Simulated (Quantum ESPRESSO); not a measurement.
Crystal: Zr.

```
CELL_PARAMETERS angstrom
3.23200 0.00000 0.00000
-1.61600 2.79899 0.00000
0.00000 0.00000 5.14700
ATOMIC_POSITIONS crystal
Zr 0.66667 0.33333 0.75000
Zr 0.33333 0.66667 0.25000
```

* Program: Quantum ESPRESSO 7.5
* Task: phonons
* Functional: PBEsol
* Potentials or basis: GBRV 1.5 PBEsol
* Cutoff: 612 eV
* Density cutoff: 4898 eV
* k mesh: 9 × 9 × 5
* Occupations: cold, width 0.2 eV
* Spin: no spin polarisation
* Target pressure: 20 GPa
* Mixing beta: 0.5
* Most SCF iterations: 120
* SCF threshold: 4e-10 Ry

The cell and the atoms were relaxed first at 20 GPa, to 19.15 Å³/atom (a = 2.994 Å, b = 2.994 Å, c = 4.933 Å, α = 90.00°, β = 90.00°, γ = 120.00°), and the response was taken there.

```cif
data_structure
_symmetry_space_group_name_H-M 'P 1'
_symmetry_Int_Tables_number 1
_cell_length_a 2.9945
_cell_length_b 2.9945
_cell_length_c 4.9330
_cell_angle_alpha 90.000
_cell_angle_beta 90.000
_cell_angle_gamma 120.000
_cell_volume 38.31
loop_
_atom_site_label
_atom_site_type_symbol
_atom_site_fract_x
_atom_site_fract_y
_atom_site_fract_z
_atom_site_occupancy
Zr1 Zr 0.66667 0.33333 0.75000 1
Zr2 Zr 0.33333 0.66667 0.25000 1
```

Task: Which optical modes does the crystal have at the zone centre, and which show in infrared and Raman spectra?

Result: The optical modes are E2g + B1g. None is infrared active. Raman active: E2g.

Optical modes at Γ, degenerate ones joined:
| cm⁻¹ | components | symmetry | active in |
| --- | --- | --- | --- |
| 12 | 2 | E2g | Raman |
| 249 | 1 | B1g | silent |

Caveat: the mesh is thin for the phonons of a metal; the volume moved by over 15 % at a fixed basis, so the end points are rough; the cell is more than 3 GPa from zero pressure, which shifts response properties.
